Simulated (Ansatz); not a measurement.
**Orbital-resolved density of states of PbS**

```yaml
crystal:
  lattice:
    - [0.00000, 2.96500, 2.96500]
    - [2.96500, 0.00000, 2.96500]
    - [2.96500, 2.96500, 0.00000]
  atoms:
    - { symbol: Pb, position: [0.00000, 0.00000, 0.00000] }
    - { symbol: S, position: [0.50000, 0.50000, 0.50000] }
```

Atom numbers follow the list: Pb1, S2.

The cell is COD entry 9000001, as deposited and not checked against the literature; nothing was relaxed.

Spin–orbit coupling is left out, though it moves levels of the heavy atoms by tenths of an eV or more.

Computed with Ansatz 0.2.0, DFT, PBE, all-electron LAPW, scalar-relativistic.

Sampling and basis: a Γ-centred 8×8×8 k mesh, Fermi–Dirac smearing of 0.01 eV, basis error target 0.5 meV/atom, no spin polarisation.

States per eV for one atom of each kind, in 0.4 eV bins named by their centres, from the valence-band top, projected on a minimal set of Löwdin-orthogonalised atomic shells; orbitals are real harmonics on the Cartesian axes, equal curves share a column, and empty bins are left out, as is all above 4.6 eV, near the top of the computed bands.

Pb1 6p:

```
# E all pz=px=py
-13.3 0.05 0.02
-12.9 0.12 0.04
-12.5 0.25 0.08
-12.1 0.30 0.10
-8.5 0.01 0.00
-8.1 0.03 0.01
-7.7 0.02 0.01
-4.9 0.10 0.03
-4.5 0.26 0.09
-4.1 0.29 0.10
-3.7 0.40 0.13
-3.3 0.51 0.17
-2.9 0.45 0.15
-2.5 0.40 0.13
-2.1 0.26 0.09
-1.7 0.13 0.04
-1.3 0.17 0.06
-0.9 0.15 0.05
-0.5 0.03 0.01
0.7 0.03 0.01
1.1 0.21 0.07
1.5 0.54 0.18
1.9 0.79 0.26
2.3 0.99 0.33
2.7 1.07 0.36
3.1 1.08 0.36
3.5 1.11 0.37
3.9 1.17 0.39
4.3 1.50 0.50
```

S2 3p:

```
# E all pz=px=py
-12.9 0.01 0.00
-12.5 0.01 0.00
-12.1 0.01 0.00
-8.9 0.01 0.00
-8.5 0.21 0.07
-8.1 0.38 0.13
-7.7 0.19 0.06
-7.3 0.07 0.02
-6.9 0.02 0.01
-6.5 0.01 0.00
-4.9 0.12 0.04
-4.5 0.36 0.12
-4.1 0.46 0.15
-3.7 0.77 0.26
-3.3 1.23 0.41
-2.9 1.38 0.46
-2.5 1.68 0.56
-2.1 1.73 0.58
-1.7 0.74 0.25
-1.3 1.06 0.35
-0.9 0.91 0.30
-0.5 0.16 0.05
-0.1 0.01 0.00
1.1 0.04 0.01
1.5 0.09 0.03
1.9 0.14 0.05
2.3 0.14 0.05
2.7 0.19 0.06
3.1 0.26 0.09
3.5 0.32 0.11
3.9 0.41 0.14
4.3 0.66 0.22
```

Pb1 6s:

```
# E all
-13.3 0.07
-12.9 0.09
-12.5 0.09
-12.1 0.06
-8.9 0.02
-8.5 0.67
-8.1 1.52
-7.7 0.91
-7.3 0.34
-6.9 0.11
-6.5 0.06
-6.1 0.01
-4.9 0.01
-4.5 0.01
-4.1 0.02
-3.7 0.03
-3.3 0.03
-2.9 0.04
-2.5 0.06
-2.1 0.07
-1.7 0.11
-1.3 0.23
-0.9 0.25
-0.5 0.05
1.1 0.01
1.5 0.02
1.9 0.02
2.3 0.02
2.7 0.02
3.1 0.02
3.5 0.02
3.9 0.01
4.3 0.01
```

S2 3s:

```
# E all
-13.7 0.01
-13.3 0.22
-12.9 0.45
-12.5 1.04
-12.1 2.12
-11.7 0.01
-8.5 0.03
-8.1 0.10
-7.7 0.13
-7.3 0.09
-6.9 0.04
-6.5 0.02
-4.1 0.01
-3.7 0.01
-3.3 0.02
-2.9 0.02
-2.5 0.02
-2.1 0.02
-1.7 0.01
-1.3 0.02
-0.9 0.02
-0.5 0.01
0.7 0.01
1.1 0.05
1.5 0.10
1.9 0.12
2.3 0.09
2.7 0.05
3.1 0.03
3.5 0.02
3.9 0.01
4.3 0.01
```
